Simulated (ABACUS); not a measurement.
A run of ABACUS 3.10.1:

INPUT

```
INPUT_PARAMETERS
suffix              ZnO
calculation         scf
basis_type          pw
pseudo_dir          ./
symmetry            1
dft_functional      pbesol
ecutwfc             84
pseudo_rcut         7
nspin               1
nbands              32
ks_solver           dav
smearing_method     fd
smearing_sigma      0.00367493
scf_thr             1e-08
scf_nmax            100
mixing_type         broyden
mixing_beta         0.7
cal_force           1
cal_stress          1
kpar                4
```

STRU

```
ATOMIC_SPECIES
Zn 65.3800 Zn.upf
O 15.9990 O.upf

LATTICE_CONSTANT
1.8897261246

LATTICE_VECTORS
3.2493080000 0.0000000000 0.0000000000
-1.6246540000 2.8139832727 0.0000000000
0.0000000000 0.0000000000 5.2057090000

ATOMIC_POSITIONS
Direct

Zn
0.0
2
0.6666666667 0.3333333333 0.0000000000 1 1 1
0.3333333333 0.6666666667 0.5000000000 1 1 1

O
0.0
2
0.3333333333 0.6666666667 0.8790100000 1 1 1
0.6666666667 0.3333333333 0.3790100000 1 1 1
```

Contents of KPT:

```
K_POINTS
0
Gamma
9 9 5 0 0 0
```

Potentials or basis: PseudoDojo NC SR 0.4.1 PBEsol standard, plane waves.

Run with:

```bash
$ OMP_NUM_THREADS=1 mpirun -np 4 abacus > log
```

Hardware: 4 MPI ranks on Intel(R) Xeon(R) 6975P-C (Granite Rapids), with other jobs on the host.

Task: How long does it take, and how much memory?

Result: Wall time 13 s on 4 MPI ranks on Intel(R) Xeon(R) 6975P-C (Granite Rapids), with other jobs on the host, peak memory 0.48 GiB a rank. Counts: scf iterations 9, k points 36, bands 32, ranks 4.
